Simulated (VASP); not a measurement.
# AlP (F-43m) in VASP: a series of runs

AlP is run at these levels: PBEsol; tasks: single point, relaxation of cell and atoms.

Program: VASP 6.6.1. These are calculated values, not measurements. Logs are shortened: lines on timing, memory, paths and dates and some standing lists are left out, and cuts for length are marked.

**Experimental background.**

From a printed reference work, data compilation, for a bulk crystal of AlP at 4.2 K: band gap 2.505 eV (indirect).

The results are compared with them further down.

### 1 The cell of the first run

It takes space group F-43m (No. 216, cubic). Conventional cell: a = 5.473 Å, b = 5.473 Å, c = 5.473 Å, α = 90.00°, β = 90.00°, γ = 90.00°. Within 3.1 Å of Al (site symmetry -43m) lie 4 P at 2.37 Å. Within 3.1 Å of P (site symmetry -43m) lie 4 Al at 2.37 Å.

### 2 Single point, PBEsol

Input file INCAR:

```
SYSTEM = AlP
  ALGO = Normal
  EDIFF = 1E-6
  ENCUT = 500
  GGA = PS
  GGA_COMPAT = .False.
  ISIF = 2
  ISMEAR = 0
  LASPH = .True.
  LCHARG = .True.
  LELF = .True.
  LREAL = .False.
  LVHAR = .True.
  LWAVE = .False.
  NBANDS = 11
  NELM = 120
  PREC = Accurate
  SIGMA = 0.01
```

Input file KPOINTS:

```
k-points
0
Gamma
  5 5 5
  0 0 0
```

Input file POSCAR:

```
AlP
1.0
    0.0000000000      2.7364600415      2.7364600415
    2.7364600415      0.0000000000      2.7364600415
    2.7364600415      2.7364600415      0.0000000000
Al P
1 1
Direct
    0.0000000000      0.0000000000      0.0000000000
    0.2500000000      0.2500000000      0.2500000000
```

Potentials or basis: VASP PAW PBE potentials, release 64 (Al, P).

Run with:

```
$ cat potpaw_PBE.64/Al/POTCAR potpaw_PBE.64/P/POTCAR > POTCAR
$ mpirun -np 1 vasp_std > vasp.out
```

OUTCAR:

```text
SYSTEM = AlP
   EDIFF = 1E-6
   ENCUT = 500
   GGA = PS
   ISIF = 2
   ISMEAR = 0
   LASPH = .True.
   LREAL = .False.
   NELM = 120
   PREC = Accurate

 ion  position               nearest neighbor table
   1  0.000  0.000  0.000-   2 2.37   2 2.37   2 2.37   2 2.37
   2  0.250  0.250  0.250-   1 2.37   1 2.37   1 2.37   1 2.37

  LATTYP: Found a face centered cubic cell.
 ALAT       =     5.4729200830

  Lattice vectors:

 A1 = (   0.0000000000,   2.7364600415,   2.7364600415)
 A2 = (   2.7364600415,   0.0000000000,   2.7364600415)
 A3 = (   2.7364600415,   2.7364600415,   0.0000000000)

Analysis of symmetry for initial positions (statically):
=====================================================================
 Subroutine PRICEL returns:
 Original cell was already a primitive cell.

 Routine SETGRP: Setting up the symmetry group for a
 face centered cubic supercell.

 Subroutine GETGRP returns: Found 24 space group operations
 (whereof 24 operations were pure point group operations)
 out of a pool of 48 trial point group operations.

The static configuration has the point symmetry T_d .

Analysis of symmetry for dynamics (positions and initial velocities):
=====================================================================
 Subroutine PRICEL returns:
 Original cell was already a primitive cell.

 Routine SETGRP: Setting up the symmetry group for a
 face centered cubic supercell.

 Subroutine GETGRP returns: Found 24 space group operations
 (whereof 24 operations were pure point group operations)
 out of a pool of 48 trial point group operations.

The dynamic configuration has the point symmetry T_d .

 Subroutine INISYM returns: Found 24 space group operations
 (whereof 24 operations are pure point group operations),
 and found     1 'primitive' translations

----------------------------------------------------------------------------------------

                                     Primitive cell

  volume of cell :      40.9824

  direct lattice vectors                    reciprocal lattice vectors
     0.000000000  2.736460041  2.736460041    -0.182717815  0.182717815  0.182717815
     2.736460041  0.000000000  2.736460041     0.182717815 -0.182717815  0.182717815
     2.736460041  2.736460041  0.000000000     0.182717815  0.182717815 -0.182717815

  length of vectors
     3.869938904  3.869938904  3.869938904     0.316476539  0.316476539  0.316476539

  position of ions in fractional coordinates (direct lattice)
     0.000000000  0.000000000  0.000000000
[... 70 lines left out ...]
   ISYM   =      2    0-nonsym 1-usesym 2-fastsym
   POTIM  = 0.5000    time-step for ionic-motion
   TEBEG  =    0.0;   TEEND  =   0.0 temperature during run
   PSTRESS=    0.0 pullay stress
   NELECT =       8.0000    total number of electrons
   NUPDOWN=      -1.0000    fix difference up-down
   EMIN   =  10.00;   EMAX   =-10.00  energy-range for DOS
   EFERMI =   0.00;   METHOD = LEGACY
   ISMEAR =     0;   SIGMA  =   0.01  broadening in eV -4-tet -1-fermi 0-gaus
   EFERMI_NEDOS =   21; number of points for ismear=-14 and -15
   IALGO  =     38    algorithm
   IMIX   =      4    mixing-type and parameters
     AMIX     =   0.40;   BMIX     =  1.00
     AMIX_MAG =   1.60;   BMIX_MAG =  1.00
  volume/ion in A,a.u.               =      20.49       138.28
  Fermi-wavevector in a.u.,A,eV,Ry     =   0.949669  1.794615 12.270710  0.901872
  Thomas-Fermi vector in A             =   2.077974
   LORBIT       =      0    0 simple, 1 ext, 2 COOP (PROOUT), +10 PAW based schemes
   GGA     = PS    functional components
   LHFCALC =     F    Hartree Fock is set to
   AEXX    =    0.0000 exact exchange contribution
   IVDW    =     0    specifies the selected vdW correction
   LEPSILON=     F    determine dielectric tensor
   LRPA    =     F    only Hartree local field effects (RPA)
 non-spin polarized calculation
 Gauss-broadening in eV      SIGMA  =   0.01
  energy-cutoff  :      500.00
  volume of cell :       40.98
 maximum number of plane-waves:      1055
   NGX = 15   NGY = 15   NGZ = 15

 number of electron       8.0000001 magnetization

 Free energy of the ion-electron system (eV)
  ---------------------------------------------------
  ext. energy  EPLUGINS =         0.00000000
  ---------------------------------------------------
  free energy    TOTEN  =       -10.96657983 eV

  energy without entropy =      -10.96657983  energy(sigma->0) =      -10.96657983

 E-fermi :   4.5606     XC(G=0):  -9.3328

 val. band max:        4.4849103338   @ k =   0.0000   0.0000   0.0000
 cond. band min:       6.1784353315   @ k =   0.4000   0.4000   0.0000
 fundamental gap:      1.6935249977
 Fermi energy:         4.5606441990

 k-point     1 :       0.0000    0.0000    0.0000
  band No.  band energies     occupation
      1      -7.0043      2.00000
      2       4.4849      2.00000
      3       4.4849      2.00000
      4       4.4849      2.00000
      5       7.6250      0.00000
      6       8.9772      0.00000
      7       8.9772      0.00000
      8       8.9772      0.00000
      9      13.2706      0.00000
     10      13.2706      0.00000
     11      14.5209      0.00000
[... 113 lines left out ...]
 k-point    10 :      -0.4000    0.4000    0.2000
  band No.  band energies     occupation
      1      -4.8510      2.00000
      2      -0.3437      2.00000
      3       1.3557      2.00000
      4       2.2833      2.00000
      5       8.3737      0.00000
      6       9.5257      0.00000
      7      10.0753      0.00000
      8      13.0376      0.00000
      9      13.9841      0.00000
     10      15.6030      0.00000
     11      18.5107      0.00000

------------------------ aborting loop because EDIFF is reached ----------------------------------------

  FORCE on cell =-STRESS in cart. coord.  units (eV):
  Direction    XX          YY          ZZ          XY          YZ          ZX
  --------------------------------------------------------------------------------------
  -------------------------------------------------------------------------------------
  Total        0.0107702      0.0107702      0.0107702      0.0000000      0.0000000      0.0000000
  in kB        0.4210524      0.4210524      0.4210524      0.0000000      0.0000000      0.0000000
  external PRESSURE =       0.4210524 kB  Pullay stress =       0.0000000 kB

 VOLUME and BASIS-vectors are now :
 -----------------------------------------------------------------------------
  energy-cutoff  :      500.00
  volume of cell :       40.98
      direct lattice vectors                 reciprocal lattice vectors
     0.000000000  2.736460041  2.736460041    -0.182717815  0.182717815  0.182717815
     2.736460041  0.000000000  2.736460041     0.182717815 -0.182717815  0.182717815
     2.736460041  2.736460041  0.000000000     0.182717815  0.182717815 -0.182717815

 POSITION                                       TOTAL-FORCE (eV/Angst)
 -----------------------------------------------------------------------------------
      0.00000      0.00000      0.00000        -0.000000     -0.000000     -0.000000
      1.36823      1.36823      1.36823         0.000000      0.000000      0.000000
 -----------------------------------------------------------------------------------
    total drift:                               -0.000000     -0.000000      0.000000

  FREE ENERGIE OF THE ION-ELECTRON SYSTEM (eV)
  ---------------------------------------------------
  free  energy   TOTEN  =       -10.9665798316 eV

  energy  without entropy=      -10.9665798316  energy(sigma->0) =      -10.96657983
```

OSZICAR:

```text
N       E                     dE             d eps       ncg     rms          rms(c)
DAV:   1     0.111849333737E+02    0.11185E+02   -0.29846E+03   220   0.535E+02
DAV:   2    -0.104065468733E+02   -0.21591E+02   -0.20414E+02   282   0.880E+01
DAV:   3    -0.113338714730E+02   -0.92732E+00   -0.92585E+00   276   0.177E+01
DAV:   4    -0.113419543241E+02   -0.80829E-02   -0.80824E-02   272   0.199E+00
DAV:   5    -0.113421051381E+02   -0.15081E-03   -0.15081E-03   286   0.249E-01    0.436E+00
DAV:   6    -0.110243308811E+02    0.31777E+00   -0.58928E-01   249   0.282E+00    0.269E+00
DAV:   7    -0.109690898248E+02    0.55241E-01   -0.20981E-01   250   0.182E+00    0.128E+00
DAV:   8    -0.109666045887E+02    0.24852E-02   -0.13721E-02   253   0.561E-01    0.166E-01
DAV:   9    -0.109665199527E+02    0.84636E-04   -0.77390E-04   244   0.149E-01    0.644E-02
DAV:  10    -0.109665732139E+02   -0.53261E-04   -0.68599E-05   250   0.435E-02    0.140E-02
DAV:  11    -0.109665795072E+02   -0.62934E-05   -0.93883E-06   266   0.166E-02    0.996E-03
DAV:  12    -0.109665798316E+02   -0.32441E-06   -0.10038E-06   168   0.493E-03
   1 F= -.10966580E+02 E0= -.10966580E+02  d E =-.166737E-28
```

stdout:

```text
POSCAR found type information on POSCAR AlP
 POSCAR found :  2 types and       2 ions
 scaLAPACK will be used
 -----------------------------------------------------------------------------
|                                                                             |
|                                                                             |
|     You enforced a specific xc type in the INCAR file but a different       |
|     I HOPE YOU KNOW WHAT YOU ARE DOING!                                     |
|                                                                             |
 -----------------------------------------------------------------------------

 LDA part: xc-table for (Slater+PW92), standard interpolation
 POSCAR, INCAR and KPOINTS ok, starting setup
 FFT: planning ... GRIDC
 FFT: planning ... GRID_SOFT
 FFT: planning ... GRID
 WAVECAR not read
 entering main loop
```

It took 5.5 s on 1 thread of AMD EPYC 7R13 (Zen 3), shared host; peak memory 0.11 GiB.

What came out:

```yaml
Free_energy: -10.9666 eV
Pressure: 0.0 GPa
Band_gap_on_the_k_mesh: 1.69 eV, indirect (least direct gap 3.14 eV)
```

Levels at points of the mesh, in eV from the valence-band top:
```csv
k point,band 2,band 3,band 4,band 5,band 6,band 7
"(0.00, 0.00, 0.00)",0.00,0.00,0.00,3.14,4.49,4.49
```

Caveat: the PAW data sets were made with another functional, which shifts forces and pressure a little.

### 3 Single point, PBEsol

Input file INCAR:

```
SYSTEM = AlP
PREC     = Accurate       ! precision mode
ENCUT    = 500            ! plane-wave cutoff, eV
EDIFF    = 1E-6           ! SCF threshold, eV
ISMEAR   = 0              ! smearing method
SIGMA    = 0.01           ! smearing width, eV
LREAL    = .False.        ! projectors in reciprocal space
LASPH    = .True.         ! aspherical terms in the spheres
NELM     = 120            ! most SCF steps
ALGO     = Normal         ! electronic algorithm
ISIF     = 2              ! what is computed and relaxed
LWAVE    = .False.        ! write WAVECAR
LCHARG   = .False.        ! write CHGCAR
GGA      = PS             ! functional
NBANDS   = 11             ! bands
GGA_COMPAT= .False.
```

Input file KPOINTS:

```
Automatic mesh
0
Gamma
  7 7 7
  0 0 0
```

POSCAR is that of step 2.

Potentials or basis: VASP PAW PBE potentials, release 64 (Al, P).

Run with:

```
$ cat potpaw_PBE.64/Al/POTCAR potpaw_PBE.64/P/POTCAR > POTCAR
$ mpirun -np 1 vasp_std > vasp.out
```

Wall time 7.7 s (1 thread of AMD EPYC 7R13 (Zen 3), shared host); peak memory 0.12 GiB.

Results (log left out):

* Free energy: -10.9931 eV
* Pressure: -0.1 GPa
* Band gap on the k mesh: 1.58 eV, indirect (least direct gap 3.14 eV)

Levels at points of the mesh, in eV from the valence-band top:
```tsv
k point	band 1	band 2	band 3	band 4	band 5	band 6	band 7	band 8
(0.00, 0.00, 0.00)	-11.49	0.00	0.00	0.00	3.14	4.50	4.50	4.50
```

Caveat: the PAW data sets were made with another functional, which shifts forces and pressure a little.

### 4 Relaxation of cell and atoms, PBEsol

This run uses another cell than the first one, of 20.25 Å³/atom, 0.988 times its volume.

Input file INCAR:

```
SYSTEM = AlP
ALGO = Normal ; EDIFF = 1E-7
EDIFFG = -0.02 ; ENCUT = 500
GGA = PS ; GGA_COMPAT = .False.
IBRION = 2 ; ISIF = 3
ISMEAR = 0 ; LASPH = .True.
LCHARG = .False. ; LREAL = .False.
LWAVE = .False. ; NELM = 120
NELMIN = 4 ; NSW = 60
PREC = Accurate ; SIGMA = 0.01
```

Input file KPOINTS:

```
k-points
0
Gamma
  5 5 5
  0 0 0
```

Input file POSCAR:

```
AlP
1.0
    0.0000000000      2.7255000000      2.7255000000
    2.7255000000      0.0000000000      2.7255000000
    2.7255000000      2.7255000000      0.0000000000
Al P
1 1
Direct
    0.0000000000      0.0000000000      0.0000000000
    0.2500000000      0.2500000000      0.2500000000
```

Run with:

```
$ cat potpaw_PBE.64/Al/POTCAR potpaw_PBE.64/P/POTCAR > POTCAR
$ mpirun -np 1 vasp_std > vasp.out
```

Wall time 12 s (1 thread of AMD EPYC 7R13 (Zen 3), shared host); peak memory 0.11 GiB.

The run converged. Its results:

```yaml
Free_energy: -10.9665 eV
Relaxed_volume: 20.50 Å³/atom
Relaxed_cell: a = 3.871 Å, b = 3.871 Å, c = 3.871 Å, α = 60.00°, β = 60.00°, γ = 60.00°
Space_group_after_relaxing_to_0.05_Å: F-43m (No. 216)
Energy_gained_by_relaxing: 0.9 meV/atom
Ionic_steps: 3
Pressure_after_relaxing: 0.0 GPa
Band_gap_on_the_k_mesh: 1.69 eV, indirect (least direct gap 3.14 eV)
```

Step by step:
| step | energy change (eV) | largest force (eV/Å) | pressure (GPa) | volume (Å³) |
| --- | --- | --- | --- | --- |
| 1 | 0.0000 | 0.0000 | 1.12 | 40.49 |
| 2 | -0.0011 | 0.0000 | -0.67 | 41.33 |
| 3 | -0.0018 | 0.0000 | 0.00 | 41.00 |

Final structure:
```cif
data_structure
_symmetry_space_group_name_H-M 'P 1'
_symmetry_Int_Tables_number 1
_cell_length_a 3.8705
_cell_length_b 3.8705
_cell_length_c 3.8705
_cell_angle_alpha 60.000
_cell_angle_beta 60.000
_cell_angle_gamma 60.000
_cell_volume 41.00
loop_
_atom_site_label
_atom_site_type_symbol
_atom_site_fract_x
_atom_site_fract_y
_atom_site_fract_z
_atom_site_occupancy
Al1 Al 0.00000 0.00000 0.00000 1
P1 P 0.25000 0.25000 0.25000 1
```

Levels at points of the mesh, in eV from the valence-band top:
| k point | band 1 | band 2 | band 3 | band 4 | band 5 | band 6 | band 7 | band 8 |
| --- | --- | --- | --- | --- | --- | --- | --- | --- |
| (0.00, 0.00, 0.00) | -11.49 | 0.00 | 0.00 | 0.00 | 3.14 | 4.49 | 4.49 | 4.49 |

Caveat: the PAW data sets were made with another functional, which shifts forces and pressure a little. Zero-point motion and thermal expansion aren't in these numbers.

### 5 Overview

| task | cell | k mesh | gap on the mesh (eV) | pressure (GPa) |
| --- | --- | --- | --- | --- |
| single point | a = 3.870 Å, angles 60.0°, 2 atoms | 5 × 5 × 5 | 1.69 | 0.0 |
| single point | a = 3.870 Å, angles 60.0°, 2 atoms | 7 × 7 × 7 | 1.58 | -0.1 |
| relaxation of cell and atoms | relaxed from a = 3.854 Å, angles 60.0°, 2 atoms | 5 × 5 × 5 | 1.69 | 0.0 |

Alike in all rows: level PBEsol; potentials or basis VASP PAW PBE potentials, release 64 (Al, P); no spin polarisation; cutoff (eV) 500; smearing gaussian 0.01 eV.

Caveats: the PAW data sets were made with another functional, which shifts forces and pressure a little.

Absolute energies hang on the potentials; compare differences alone.

### 6 How close it comes

Step 2. Against the measured gap of AlP, 2.505 eV (indirect; 4.2 K; a printed reference work, data compilation), the calculated 1.69 eV is off by -0.81 eV. The value is that of PBEsol on a finite k mesh, which can miss the band edges, without temperature or zero-point motion. Semilocal functionals fall short of measured gaps as a rule.

Step 3. Against the measured gap of AlP, 2.505 eV (indirect; 4.2 K; a printed reference work, data compilation), the calculated 1.58 eV is off by -0.92 eV. The value is that of PBEsol on a finite k mesh, which can miss the band edges, without temperature or zero-point motion. Semilocal functionals fall short of measured gaps as a rule.
